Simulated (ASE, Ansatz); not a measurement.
## Relaxing bare MgSe nanocube (64 atoms)

Wanted: the relaxed structure of bare MgSe nanocube (64 atoms) and its electronic structure.

Program: Ansatz 0.2.0. Level of theory: Kohn-Sham DFT, PBE, PAW (set soft_2, large core), plane waves. Results are calculated unless marked as measured.

The database entry behind the starting cell differs from later determinations by our own check (0.1 to 0.3 % short, probably kX units), so it need not match the best structure at ambient conditions.

## 1. The structure

The cell holds 64 atoms: 32 Se and 32 Mg. Cell: a = 20.177 Å, b = 20.177 Å, c = 20.177 Å, α = 90.0°, β = 90.0°, γ = 90.0°. It derives from MgSe (rock-salt). Block of 4 x 4 x 4 atoms cut along {100} from rock-salt MgSe (a = 5.451 Å), 12 Å of vacuum; not relaxed, displaced by a Gaussian of 0.02 Å. Vacuum lies along a, b and c.

## 2. Single point at the start

A single point comes first, to see the forces before anything moves.

File input.yaml:

```yaml
crystal:
  lattice:
    - [20.1765, 0.0, 0.0]
    - [0.0, 20.1765, 0.0]
    - [0.0, 0.0, 20.1765]
  atoms:
    - { symbol: Se, position: [0.29715, 0.29847, 0.29788] }
    - { symbol: Se, position: [0.29693, 0.29935, 0.56831] }
    - { symbol: Mg, position: [0.29776, 0.29786, 0.43238] }
    - { symbol: Mg, position: [0.29801, 0.29642, 0.70105] }
    [... 54 atom lines left out ...]
    - { symbol: Mg, position: [0.70107, 0.43229, 0.70338] }
    - { symbol: Se, position: [0.70281, 0.56787, 0.70367] }
    - { symbol: Se, position: [0.70195, 0.70324, 0.30039] }
    - { symbol: Mg, position: [0.70264, 0.70301, 0.43281] }
    - { symbol: Se, position: [0.70182, 0.70291, 0.5694] }
    - { symbol: Mg, position: [0.70226, 0.70235, 0.70204] }
kpoints:
  mp_grid: { grid: [1, 1, 1] }
hamiltonian:
  xc: pbe
  pseudopotentials: { kind: paw, core: large }
scf:
  occupations: { method: fixed }
output:
  forces: true
  populations: intrinsic
  dos:
    method: { smearing: { sigma: 0.08 } }
    de: 0.1
    projected: { site_lists: { Mg: [Mg], Se: [Se] } }
  eigenvalues: true
```

Command:

```
$ ansatz run input.yaml --threads 8 --pin off --max-ram 15872MiB --backend cpu --events-out ev --progress --plain --runs-dir out
```

It took 49 s on 8 threads of Arm Neoverse V2, shared host; peak memory 7.1 GiB.

The program notes that potentials were chosen by core size.

The run gave:

```
free energy                                      : -144120.7427 eV
free energy per atom                             : -2251.8866 eV/atom
SCF cycles                                       : 12
r.m.s. force component                           : 0.4757 eV/Å
longest force                                    : 1.974 eV/Å
Fermi energy                                     : -2.753 eV
gap (highest filled to lowest empty level) : 0.7507 eV
```

The r.m.s. force component of 0.48 eV/Å sets the starting point.

Neighbours are counted within 3.18 Å (Mg-Se).

Length of the force by element and coordination:

```
element  coordination  atoms  mean length of the force (eV/Å)  spread   least   most
     Mg           all     32                            0.909   0.498   0.100   1.97
     Mg             3      4                             1.89  0.0555    1.83   1.97
     Mg             4     12                             1.15  0.0764    1.06   1.31
     Mg             5     12                            0.567  0.0675   0.424  0.669
     Mg             6      4                            0.238   0.117   0.100  0.423
     Se           all     32                            0.487   0.215  0.0349  0.742
     Se             3      4                            0.148  0.0744  0.0566  0.260
     Se             4     12                            0.541  0.0948   0.427  0.693
     Se             5     12                            0.658  0.0431   0.579  0.742
     Se             6      4                            0.157   0.102  0.0349  0.316
```

## 3. Relaxation

The atoms are relaxed in the fixed cell, aiming at the force tolerance of the input.

input.yaml, the sections that differ from step 2:

```yaml
output:
  forces: true
relax:
  f_tol: 0.03
  max_steps: 133
# crystal, kpoints, hamiltonian, scf: as in step 2
```

Wall time 2.2 min (8 threads); peak memory 6.6 GiB; 17 min of CPU time.

Step by step:

```
step  energy less that of the first step (eV)  largest force component (eV/Å)
   1                                   0.0000                          1.1919
   2                                  -3.6568                          0.9243
   3                                  -5.7300                          0.5884
   4                                  -7.0808                          0.3266
   5                                  -7.4178                          0.1766
   6                                  -7.4580                          0.0091
   7                                  -7.4580                          0.0090
```

The atoms that moved most (Å):

```
atom      dx      dy      dz  length
Mg13   0.448  -0.445   0.442   0.771
Mg49  -0.422   0.450   0.460   0.770
 Mg4   0.420   0.457  -0.406   0.742
Mg64  -0.430  -0.432  -0.421   0.741
Mg23   0.085   0.292  -0.314   0.437
Mg53  -0.293   0.116   0.273   0.417
Mg12   0.275   0.076  -0.294   0.410
Mg41   0.052  -0.270   0.282   0.394
```

The relaxation changed the energy by -117 meV/atom, and atoms moved by 0.29 Å r.m.s., 0.77 Å at most.

## 4. Structure statistics after relaxation

Bonds before and after, by the cutoffs listed below:

```
 pair  bonds before  bonds after  mean before (Å)  mean after (Å)  spread before (Å)  spread after (Å)
Mg-Se           144          144            2.726           2.676              0.027             0.088
```

Normalised to the volume that the atoms fill. Pair distribution functions g(r), in bins of 0.2 Å:

```
r (Å)  total  Mg-Mg  Mg-Se  Se-Se
 2.50   1.65   0.00   3.29   0.00
 2.70   2.58   0.00   5.17   0.00
 2.90   0.34   0.00   0.68   0.00
 3.10   0.27   1.07   0.00   0.00
 3.30   0.47   1.90   0.00   0.00
 3.50   0.32   0.84   0.00   0.42
 3.70   0.87   3.07   0.00   0.40
 3.90   0.99   0.34   0.00   3.60
 4.10   0.47   0.33   0.11   1.31
 4.30   0.15   0.00   0.00   0.60
 4.50   0.30   0.00   0.61   0.00
 4.70   0.77   0.00   1.54   0.00
 4.90   0.00   0.00   0.00   0.00
 5.10   0.10   0.41   0.00   0.00
 5.30   0.39   1.16   0.00   0.39
 5.50   0.45   0.00   0.36   1.08
 5.70   0.49   0.00   0.97   0.00
 5.90   0.38   0.30   0.61   0.00
 6.10   0.57   0.00   1.15   0.00
 6.30   0.48   0.82   0.55   0.00
 6.50   0.32   1.02   0.00   0.25
 6.70   0.36   0.24   0.00   1.21
 6.90   0.17   0.00   0.00   0.69
 7.10   0.05   0.21   0.00   0.00
 7.30   0.05   0.00   0.10   0.00
 7.50   0.19   0.58   0.00   0.19
 7.70   0.32   0.36   0.27   0.37
 7.90   0.13   0.00   0.17   0.18
```

Bonds by pair of elements; cutoffs follow the first minimum of g(r), held within bounds set by covalent radii, and pairs that aren't listed don't count as bonded:

```
pair A-B  cutoff (Å)  bonds  mean length (Å)  spread (Å)  shortest (Å)  B about A  A about B
   Mg-Se        3.23    144             2.68       0.088          2.50        4.5        4.5
```

How many atoms have how many bonded neighbours:

```
element  mean  3   4   5  6
     Mg   4.5  4  12  12  4
     Se   4.5  4  12  12  4
```

Bond angles (no mean is given where the spread exceeds 20°):

```
   angle  count  mean (°)  spread (°)
Mg-Se-Mg    264         -           -
Se-Mg-Se    264         -           -
```

Bond length by coordination (bonds to H left out):

```
element  coordination  atoms  mean bond length (Å)
     Mg             3      4                  2.50
     Mg             4     12                  2.63
     Mg             5     12                  2.71
     Mg             6      4                  2.78
     Se             3      4                  2.59
     Se             4     12                  2.68
     Se             5     12                  2.69
     Se             6      4                  2.69
```

First main peaks of g(r), for some of the pairs, lie near 2.68 Å (Mg-Se) and 3.92 Å (Se-Se). Counting bonds as in the table, 38 % of Mg atoms have 4 and as many 5 and 38 % of Se atoms have 4 and as many 5 bonded neighbours. Bonds at Se atoms with 3 neighbours average 2.59 Å, against 2.69 Å at those with 6.

## 5. Single point at the relaxed geometry

One more single point at the end of the walk gives the fuller output and checks the residual forces.

File input.yaml:

```yaml
crystal:
  lattice:
    - [20.1765, 0.0, 0.0]
    - [0.0, 20.1765, 0.0]
    - [0.0, 0.0, 20.1765]
  atoms:
    - { symbol: Se, position: [0.30058, 0.30083, 0.30051] }
    - { symbol: Se, position: [0.29459, 0.29502, 0.56177] }
    - { symbol: Mg, position: [0.31036, 0.31061, 0.42826] }
    - { symbol: Mg, position: [0.31884, 0.31908, 0.68093] }
    [... 54 atom lines left out ...]
    - { symbol: Mg, position: [0.68941, 0.42831, 0.68961] }
    - { symbol: Se, position: [0.70506, 0.56177, 0.70537] }
    - { symbol: Se, position: [0.69951, 0.69944, 0.30083] }
    - { symbol: Mg, position: [0.68962, 0.68954, 0.42855] }
    - { symbol: Se, position: [0.70524, 0.70511, 0.56204] }
    - { symbol: Mg, position: [0.68094, 0.68092, 0.68117] }
kpoints:
  mp_grid: { grid: [1, 1, 1] }
hamiltonian:
  xc: pbe
  pseudopotentials: { kind: paw, core: large }
scf:
  occupations: { method: fixed }
output:
  forces: true
  populations: true
  dos:
    method: { smearing: { sigma: 0.08 } }
    de: 0.1
    projected: { site_lists: { Mg: [Mg], Se: [Se] } }
  eigenvalues: true
  write_density: true
  write_potential: true
  volumetric_format: npy
  elf: true
```

Elapsed: 52 s, on 8 threads; peak memory 7.2 GiB.

The program notes that the exchange-correlation potential is rough where the density is thin.

Read from the output:

| Property | Result |
| --- | --- |
| free energy | -144128.2007 eV |
| free energy per atom | -2252.0031 eV/atom |
| SCF cycles | 11 |
| r.m.s. force component | 0.00382 eV/Å |
| longest force | 0.01129 eV/Å |
| Fermi energy | -3.613 eV |
| gap (highest filled to lowest empty level) | 2.378 eV |
| spilling of the projection | 0.01075 |

Löwdin charges by element and coordination (they lack the spilled electrons, 0.086 e an atom on average):

```
element  coordination  atoms  mean charge (e)  spread  least   most
     Mg           all     32             1.42  0.0116   1.39   1.44
     Mg             3      4             1.44       0   1.44   1.44
     Mg             4     12             1.42       0   1.42   1.42
     Mg             5     12             1.42       0   1.42   1.42
     Mg             6      4             1.39       0   1.39   1.39
     Se           all     32            -1.25  0.0479  -1.31  -1.14
     Se             3      4            -1.14       0  -1.14  -1.14
     Se             4     12            -1.23  1.0e-4  -1.23  -1.23
     Se             5     12            -1.28  1.0e-4  -1.28  -1.28
     Se             6      4            -1.31       0  -1.31  -1.31
```

States in the cell by windows of 1 eV, zero at the Fermi level; the larger projections on atomic orbitals stand beside the total:

```
from (eV)  to (eV)  total  Se p  Mg s  Se s
      -18      -13    0.0   0.0   0.0   0.0
      -13      -12    2.2   0.0   0.7   1.5
      -12      -11   48.2   0.4   4.6  43.0
      -11      -10   13.6   0.1   0.5  12.9
      -10       -5    0.0   0.0   0.0   0.0
       -5       -4    2.0   1.5   0.4   0.1
       -4       -3   39.3  30.6   6.5   1.5
       -3       -2   26.4  22.1   3.1   0.6
       -2       -1   47.0  43.0   1.9   0.4
       -1        0   71.6  68.4   1.0   0.2
        0        1    5.6   5.5   0.0   0.0
        1        2    0.0   0.0   0.0   0.0
        2        3    8.0   0.9   5.5   0.6
        3        4   28.5   3.6  11.8   1.1
        4        5   37.2   4.6  12.7   1.0
```

The curve was stored every 0.10 eV, coarse against its broadening of 0.08 eV, so these counts are rough.

With fixed occupations the program's Fermi level is the highest filled level; weight inside the gap is the broadening of levels at its edges.

The stored curve holds about 256 of the 512 electrons; the rest, give or take the few that broadening carries across the Fermi level, lie in deeper levels below its range.

The levels nearest the highest filled one (over half full), pooled over k-points and spins:

```
level less the highest filled one (eV)  occupation
                                -0.215           2
                                -0.215           2
                               -0.0291           2
                               -0.0014           2
                               -0.0011           2
                                     0           2
                                  2.38           0
                                  2.63           0
                                  2.63           0
                                  2.63           0
                                  3.43           0
                                  3.44           0
```

Mean Löwdin charges: Mg +1.42, Se -1.25 e (they miss 1.1 % of the electrons, so they add up to more than the cell's charge). The largest share in the top eV of filled states is Se p (98 % of the projected weight), and in the lowest eV of empty states Mg s (77 % of the projected weight).

## 6. Outcome

* energy change in the relaxation: -116.5 meV/atom
* r.m.s. displacement: 0.289 Å
* largest displacement: 0.771 Å
* free energy per atom: -2252.0031 eV/atom
* r.m.s. force component: 0.00382 eV/Å
* gap (highest filled to lowest empty level): 2.378 eV
* wall time of the 3 DFT runs: 3.9 min

What this shows: Relaxation lowers the energy by 117 meV/atom and moves atoms by 0.29 Å r.m.s.; the r.m.s. force component goes from 0.48 to 0.0038 eV/Å, and the gap from 0.751 to 2.38 eV. By the final cutoffs no bond was broken or made. From the first step to the last the energy fell by 7.458 eV, and the largest move was 0.77 Å (Mg13, with 1 other atom within 2 % of it). The Mg-Se bonds go from 2.726 Å (spread 0.027) to 2.676 Å (spread 0.088). Counting bonds as in the table, 38 % of Mg atoms have 4 and as many 5 and 38 % of Se atoms have 4 and as many 5 bonded neighbours. The highest filled and lowest empty levels differ by 2.38 eV (at Γ alone); a semilocal functional tends to put such gaps too low.

[Logs are printed without paths, hosts, clocks, repeated set-up lines and the standing remarks that a program may print on its own settings, such as how far it seeks lower states.]

[Hosts, paths, dates, database ids (printed as entryN), source tags and the programs' standing remarks are cut or masked in the printed files.]
